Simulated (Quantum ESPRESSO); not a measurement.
**GaN and the effect of spin-orbit coupling**

```
Ga N
1.0
     0.00000    2.25350    2.25350
     2.25350    0.00000    2.25350
     2.25350    2.25350    0.00000
Ga N
1 1
Direct
  0.00000 0.00000 0.00000
  0.25000 0.25000 0.25000
```

The cell is a database's computed one, not the measured one.

Kept alike: task band structure; functional PBE; k mesh 10 × 10 × 10; occupations fermi-dirac, width 0.05 eV. Program: Quantum ESPRESSO, potentials by row: PseudoDojo 0.4.1 SR PBE standard (off); PseudoDojo 0.4 FR PBE standard (on), cutoff 1143 eV. The mesh is that of the run's cell of 2 atoms.

| spin-orbit coupling | band gap (eV) |
| --- | --- |
| off | 1.759 |
| on | 1.755 |

Gaps are the smaller of the mesh's and the band path's.

**Question.** What does spin-orbit coupling change here?

**Answer.** The band gap runs from 1.755 (on) to 1.759 eV (off). Spin-orbit coupling splits p and d bands at the edges, and the more so the heavier the atoms.
